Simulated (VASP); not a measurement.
# CuI (Marshite) (F-43m) in VASP: single point with PBE

Aim: the single point of CuI (Marshite) with PBE.

Everything below comes from runs of VASP 6.6.1. Logs are shortened: lines on timing, memory, paths and dates and some standing lists are left out, and cuts for length are marked.

## (1) Starting point

The structure is cubic, space group F-43m (No. 216). The conventional cell has a = 6.063 Å, b = 6.063 Å, c = 6.063 Å, α = 90.00°, β = 90.00°, γ = 90.00°. Cu (site symmetry -43m) is surrounded by 4 I at 2.63 Å. I (site symmetry -43m) is surrounded by 4 Cu at 2.63 Å.

## (2) Single point, PBE

File INCAR:

```
PREC     = Accurate       # precision mode
ENCUT    = 520            # plane-wave cutoff, eV
EDIFF    = 1E-6           # SCF threshold, eV
ISMEAR   = -1             # smearing method
SIGMA    = 0.02           # smearing width, eV
LREAL    = F              # projectors in reciprocal space
LASPH    = T              # aspherical terms in the spheres
NELM     = 80             # most SCF steps
ALGO     = Normal         # electronic algorithm
ISIF     = 2              # what is computed and relaxed
LWAVE    = F              # write WAVECAR
LCHARG   = F              # write CHGCAR
GGA      = PE             # functional
NBANDS   = 16             # bands
```

File KPOINTS:

```
Automatic mesh
0
Gamma
  8 8 8
```

File POSCAR:

```
CuI
1.0
    0.0000000000      3.0315000000      3.0315000000
    3.0315000000      0.0000000000      3.0315000000
    3.0315000000      3.0315000000      0.0000000000
Cu I
1 1
Direct
    0.2500000000      0.2500000000      0.2500000000
    0.0000000000      0.0000000000      0.0000000000
```

Potentials or basis: VASP PAW PBE potentials, release 64 (Cu, I).

Command:

```sh
$ cat potpaw_PBE.64/Cu/POTCAR potpaw_PBE.64/I/POTCAR > POTCAR
$ mpirun -np 1 vasp_std > vasp.out
```

OUTCAR:

```text
PREC = Accurate
   ENCUT = 520
   EDIFF = 1E-6
   ISMEAR = -1
   LREAL = F
   LASPH = T
   NELM = 80
   ISIF = 2
   GGA = PE

 ion  position               nearest neighbor table
   1  0.250  0.250  0.250-   2 2.63   2 2.63   2 2.63   2 2.63
   2  0.000  0.000  0.000-   1 2.63   1 2.63   1 2.63   1 2.63

  LATTYP: Found a face centered cubic cell.
 ALAT       =     6.0630000000

  Lattice vectors:

 A1 = (   0.0000000000,   3.0315000000,   3.0315000000)
 A2 = (   3.0315000000,   0.0000000000,   3.0315000000)
 A3 = (   3.0315000000,   3.0315000000,   0.0000000000)

Analysis of symmetry for initial positions (statically):
=====================================================================
 Subroutine PRICEL returns:
 Original cell was already a primitive cell.

 Routine SETGRP: Setting up the symmetry group for a
 face centered cubic supercell.

 Subroutine GETGRP returns: Found 24 space group operations
 (whereof 24 operations were pure point group operations)
 out of a pool of 48 trial point group operations.

The static configuration has the point symmetry T_d .

Analysis of symmetry for dynamics (positions and initial velocities):
=====================================================================
 Subroutine PRICEL returns:
 Original cell was already a primitive cell.

 Routine SETGRP: Setting up the symmetry group for a
 face centered cubic supercell.

 Subroutine GETGRP returns: Found 24 space group operations
 (whereof 24 operations were pure point group operations)
 out of a pool of 48 trial point group operations.

The dynamic configuration has the point symmetry T_d .

 Subroutine INISYM returns: Found 24 space group operations
 (whereof 24 operations are pure point group operations),
 and found     1 'primitive' translations

----------------------------------------------------------------------------------------

                                     Primitive cell

  volume of cell :      55.7189

  direct lattice vectors                    reciprocal lattice vectors
     0.000000000  3.031500000  3.031500000    -0.164934851  0.164934851  0.164934851
     3.031500000  0.000000000  3.031500000     0.164934851 -0.164934851  0.164934851
     3.031500000  3.031500000  0.000000000     0.164934851  0.164934851 -0.164934851

  length of vectors
     4.287188414  4.287188414  4.287188414     0.285675541  0.285675541  0.285675541

  position of ions in fractional coordinates (direct lattice)
     0.250000000  0.250000000  0.250000000
     0.000000000  0.000000000  0.000000000

  ion indices of the primitive-cell ions
   primitive index   ion index
                 1           1
                 2           2

----------------------------------------------------------------------------------------

 KPOINTS: Automatic mesh

Automatic generation of k-mesh.
 Grid dimensions read from file:
 generate k-points for:    8    8    8

 Generating k-lattice:

  Cartesian coordinates                     Fractional coordinates (reciprocal lattice)
    -0.020616856  0.020616856  0.020616856     0.125000000  0.000000000  0.000000000
     0.020616856 -0.020616856  0.020616856     0.000000000  0.125000000  0.000000000
     0.020616856  0.020616856 -0.020616856     0.000000000  0.000000000  0.125000000

  Length of vectors
     0.035709443  0.035709443  0.035709443

  Shift w.r.t. Gamma in fractional coordinates (k-lattice)
     0.000000000  0.000000000  0.000000000

 Subroutine IBZKPT returns following result:
 ===========================================

 Found     29 irreducible k-points:

 Following reciprocal coordinates:
            Coordinates               Weight
  0.000000  0.000000  0.000000      1.000000
  0.125000  0.000000  0.000000      8.000000
  0.250000  0.000000  0.000000      8.000000
  0.375000  0.000000  0.000000      8.000000
  0.500000  0.000000  0.000000      4.000000
  0.125000  0.125000  0.000000      6.000000
[... 16 lines left out ...]
  0.500000  0.250000  0.125000     48.000000
 -0.375000  0.250000  0.125000     24.000000
 [... further k-points ...]
   k-points           NKPTS =     29   k-points in BZ     NKDIM =     29   number of bands    NBANDS=     16
   number of dos      NEDOS =    301   number of ions     NIONS =      2
   total plane-waves  NPLWV =  32768
   dimension x,y,z NGX =    32 NGY =   32 NGZ =   32
   dimension x,y,z NGXF=    64 NGYF=   64 NGZF=   64
   ions per type =               1   1
   NGX,Y,Z   is equivalent  to a cutoff of  12.41, 12.41, 12.41 a.u.
   NGXF,Y,Z  is equivalent  to a cutoff of  24.82, 24.82, 24.82 a.u.
 SYSTEM =  unknown system
   PREC   = accura    normal or accurate (medium, high low for compatibility)
   ISTART =      0    job   : 0-new  1-cont  2-samecut
   ICHARG =      2    charge: 1-file 2-atom 10-const
   ISPIN  =      1    spin polarized calculation?
   LNONCOLLINEAR =      F non collinear calculations
   LSORBIT =      F    spin-orbit coupling
   LASPH  =      T    aspherical Exc in radial PAW
   ENCUT  =  520.0 eV  38.22 Ry    6.18 a.u.   7.97  7.97  7.97*2*pi/ulx,y,z
   NELM   =     80;   NELMIN=  2; NELMDL= -5     # of ELM steps
   EDIFF  = 0.1E-05   stopping-criterion for ELM
   LREAL  =      F    real-space projection
   EDIFFG = 0.1E-04   stopping-criterion for IOM
   NSW    =      0    number of steps for IOM
   IBRION =     -1    ionic relax: 0-MD 1-quasi-New 2-CG
   NFREE  =      0    steps in history (QN), initial steepest desc. (CG)
   ISIF   =      2    stress and relaxation
   ISYM   =      2    0-nonsym 1-usesym 2-fastsym
   POTIM  = 0.5000    time-step for ionic-motion
   TEBEG  =    0.0;   TEEND  =   0.0 temperature during run
   PSTRESS=    0.0 pullay stress
   NELECT =      18.0000    total number of electrons
   NUPDOWN=      -1.0000    fix difference up-down
   EMIN   =  10.00;   EMAX   =-10.00  energy-range for DOS
   EFERMI =   0.00;   METHOD = LEGACY
   ISMEAR =    -1;   SIGMA  =   0.02  broadening in eV -4-tet -1-fermi 0-gaus
   EFERMI_NEDOS =   21; number of points for ismear=-14 and -15
   IALGO  =     38    algorithm
   IMIX   =      4    mixing-type and parameters
     AMIX     =   0.40;   BMIX     =  1.00
     AMIX_MAG =   1.60;   BMIX_MAG =  1.00
  volume/ion in A,a.u.               =      27.86       188.00
  Fermi-wavevector in a.u.,A,eV,Ry     =   1.123306  2.122741 17.168055  1.261816
  Thomas-Fermi vector in A             =   2.259971
   LORBIT       =      0    0 simple, 1 ext, 2 COOP (PROOUT), +10 PAW based schemes
   GGA     = PE    functional components
   LHFCALC =     F    Hartree Fock is set to
   AEXX    =    0.0000 exact exchange contribution
   IVDW    =     0    specifies the selected vdW correction
   LEPSILON=     F    determine dielectric tensor
   LRPA    =     F    only Hartree local field effects (RPA)
 non-spin polarized calculation
  energy-cutoff  :      520.00
  volume of cell :       55.72
 maximum number of plane-waves:      1524
   NGX = 15   NGY = 15   NGZ = 15

 number of electron      18.0000014 magnetization

 Free energy of the ion-electron system (eV)
  ---------------------------------------------------
  ext. energy  EPLUGINS =         0.00000000
  ---------------------------------------------------
  free energy    TOTEN  =        -5.56198064 eV

  energy without entropy =       -5.56198064  energy(sigma->0) =       -5.56198064

 E-fermi :   4.8527     XC(G=0):  -8.9370

 val. band max:        4.4301125073   @ k =   0.0000   0.0000   0.0000
 cond. band min:       5.5736117076   @ k =   0.0000   0.0000   0.0000
 fundamental gap:      1.1434992003
 Fermi energy:         4.8527101492

 k-point     1 :       0.0000    0.0000    0.0000
  band No.  band energies     occupation
      1      -9.5800      2.00000
      2       0.7917      2.00000
      3       0.7917      2.00000
      4       0.7917      2.00000
      5       2.5795      2.00000
      6       2.5795      2.00000
[... 8 lines left out ...]
     15      14.0075      0.00000
     16      14.0075      0.00000

 k-point     2 :       0.1250    0.0000    0.0000
  band No.  band energies     occupation
      1      -9.5076      2.00000
      2       0.4961      2.00000
      3       0.7974      2.00000
      4       0.7974      2.00000
      5       2.5734      2.00000
      6       2.5734      2.00000
[... 8 lines left out ...]
     15      13.3520      0.00000
     16      13.3654      0.00000

 k-point     3 :       0.2500    0.0000    0.0000
  band No.  band energies     occupation
      1      -9.3222      2.00000
      2      -0.2041      2.00000
      3       0.8080      2.00000
      4       0.8080      2.00000
      5       2.5705      2.00000
      6       2.5705      2.00000
[... 8 lines left out ...]
     15      13.1510      0.00000
     16      13.3537      0.00000

 k-point     4 :       0.3750    0.0000    0.0000
  band No.  band energies     occupation
      1      -9.1190      2.00000
      2      -0.8782      2.00000
      3       0.8137      2.00000
      4       0.8137      2.00000
      5       2.5900      2.00000
      6       2.5900      2.00000
[... 8 lines left out ...]
     15      14.0654      0.00000
     16      14.0654      0.00000

 k-point     5 :       0.5000    0.0000    0.0000
  band No.  band energies     occupation
      1      -9.0285      2.00000
      2      -1.1510      2.00000
      3       0.8144      2.00000
      4       0.8144      2.00000
      5       2.6074      2.00000
      6       2.6074      2.00000
[... 8 lines left out ...]
     15      15.3006      0.00000
     16      15.3006      0.00000

 k-point     6 :       0.1250    0.1250    0.0000
  band No.  band energies     occupation
      1      -9.4835      2.00000
      2       0.4590      2.00000
      3       0.7751      2.00000
      4       0.7751      2.00000
      5       2.5480      2.00000
      6       2.5922      2.00000
[... 8 lines left out ...]
     15      13.7825      0.00000
     16      14.1617      0.00000

 k-point     7 :       0.2500    0.1250    0.0000
  band No.  band energies     occupation
      1      -9.3352      2.00000
      2      -0.0424      2.00000
      3       0.7577      2.00000
      4       0.7675      2.00000
      5       2.5261      2.00000
      6       2.6015      2.00000
[... 8 lines left out ...]
     15      14.0296      0.00000
     16      14.5389      0.00000

 k-point     8 :       0.3750    0.1250    0.0000
  band No.  band energies     occupation
      1      -9.1353      2.00000
      2      -0.6622      2.00000
      3       0.6931      2.00000
      4       0.7754      2.00000
      5       2.5394      2.00000
      6       2.6132      2.00000
[... 8 lines left out ...]
     15      14.2265      0.00000
     16      14.6497      0.00000

 k-point     9 :       0.5000    0.1250    0.0000
  band No.  band energies     occupation
      1      -9.0032      2.00000
      2      -1.0319      2.00000
      3       0.6101      2.00000
      4       0.7963      2.00000
      5       2.5643      2.00000
      6       2.6104      2.00000
[... 8 lines left out ...]
     15      14.8876      0.00000
     16      15.3207      0.00000
[... 172 lines left out ...]
 k-point    19 :       0.5000    0.3750    0.0000
  band No.  band energies     occupation
      1      -8.8711      2.00000
      2      -1.0016      2.00000
      3       0.4846      2.00000
      4       0.7031      2.00000
      5       2.5026      2.00000
      6       2.6459      2.00000
[... 8 lines left out ...]
     15      15.6577      0.00000
     16      16.6183      0.00000

 k-point    20 :      -0.3750    0.3750    0.0000
  band No.  band energies     occupation
      1      -8.8553      2.00000
      2      -0.8283      2.00000
      3       0.0345      2.00000
      4       0.7432      2.00000
      5       2.4545      2.00000
      6       2.6049      2.00000
[... 8 lines left out ...]
     15      14.4283      0.00000
     16      17.7312      0.00000

 k-point    21 :       0.5000    0.5000    0.0000
  band No.  band energies     occupation
      1      -8.8414      2.00000
      2      -1.1359      2.00000
      3       0.6827      2.00000
      4       0.6827      2.00000
      5       2.5551      2.00000
      6       2.6369      2.00000
[... 8 lines left out ...]
     15      15.7002      0.00000
     16      16.4508      0.00000

 k-point    22 :       0.3750    0.2500    0.1250
  band No.  band energies     occupation
      1      -9.1785      2.00000
      2      -0.4051      2.00000
      3       0.5750      2.00000
      4       0.7926      2.00000
      5       2.5105      2.00000
      6       2.6165      2.00000
[... 8 lines left out ...]
     15      14.7021      0.00000
     16      15.7513      0.00000

 k-point    23 :       0.5000    0.2500    0.1250
  band No.  band energies     occupation
      1      -9.0098      2.00000
      2      -0.7458      2.00000
      3       0.3508      2.00000
      4       0.7782      2.00000
      5       2.5334      2.00000
      6       2.5948      2.00000
[... 8 lines left out ...]
     15      15.0743      0.00000
     16      15.9062      0.00000

 k-point    24 :      -0.3750    0.2500    0.1250
  band No.  band energies     occupation
      1      -8.9358      2.00000
      2      -0.8909      2.00000
      3       0.2533      2.00000
      4       0.7651      2.00000
      5       2.5158      2.00000
      6       2.5908      2.00000
[... 8 lines left out ...]
     15      15.1786      0.00000
     16      15.7349      0.00000

 [... further k-points ...]

------------------------ aborting loop because EDIFF is reached ----------------------------------------

  FORCE on cell =-STRESS in cart. coord.  units (eV):
  Direction    XX          YY          ZZ          XY          YZ          ZX
  --------------------------------------------------------------------------------------
  -------------------------------------------------------------------------------------
  Total        0.1158047      0.1158047      0.1158047      0.0000000      0.0000000      0.0000000
  in kB        3.3299229      3.3299229      3.3299229      0.0000000      0.0000000      0.0000000
  external PRESSURE =       3.3299229 kB  Pullay stress =       0.0000000 kB

 VOLUME and BASIS-vectors are now :
 -----------------------------------------------------------------------------
  energy-cutoff  :      520.00
  volume of cell :       55.72
      direct lattice vectors                 reciprocal lattice vectors
     0.000000000  3.031500000  3.031500000    -0.164934851  0.164934851  0.164934851
     3.031500000  0.000000000  3.031500000     0.164934851 -0.164934851  0.164934851
     3.031500000  3.031500000  0.000000000     0.164934851  0.164934851 -0.164934851

 POSITION                                       TOTAL-FORCE (eV/Angst)
 -----------------------------------------------------------------------------------
      1.51575      1.51575      1.51575        -0.000000     -0.000000     -0.000000
      0.00000      0.00000      0.00000         0.000000      0.000000      0.000000
 -----------------------------------------------------------------------------------
    total drift:                                0.000001      0.000001      0.000001

  FREE ENERGIE OF THE ION-ELECTRON SYSTEM (eV)
  ---------------------------------------------------
  free  energy   TOTEN  =        -5.5619806392 eV

  energy  without entropy=       -5.5619806392  energy(sigma->0) =       -5.56198064
```

It took 19 s on 1 thread of Intel Xeon Platinum 8259CL at 2.50GHz (Skylake/Cascade Lake), shared host; peak memory 0.18 GiB.

Results:

* Free energy: -5.5620 eV
* Pressure: 0.3 GPa
* Band gap on the k mesh: 1.14 eV, direct

Caveat: spin-orbit coupling is left out, which moves the levels of the heavy elements. As with any semilocal functional, this PBE gap is likely too small.
